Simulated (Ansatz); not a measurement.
Cubic perovskite CsPbI₃ (cubic high-temperature phase), treated with PBE in Ansatz (plane waves, PAW).

Numerical settings: plane-wave cutoff 500 eV, 6×6×6 k mesh, gaussian smearing 0.02 eV, scalar-relativistic PAW data made under PBE.

Cell (relaxed at this level):

Space group Pm-3m (No. 221); a = b = c = 6.397 Å, α = β = γ = 90.00°

```tsv
atom	site	symmetry	x	y	z
Cs	1a	m-3m	0.0000	0.0000	0.0000
Pb	1b	m-3m	0.5000	0.5000	0.5000
I	3c	4/mm.m	0.0000	0.5000	0.5000
```

Problem. Estimate the band gap that the calculation returns.

Solution. 
- band gap: 1.49 eV (on the SCF k mesh)

Note: the relaxation could not lower the start's symmetry, so the cell can be a saddle point above a distorted one.

Spin–orbit coupling is not included; with these elements it can move the gap by several tenths of an eV or more.

The computed numbers hold no vibrational or temperature effects.

Cost on a shared machine: around 110 core-seconds (rough).

Ansatz is an electronic-structure program.
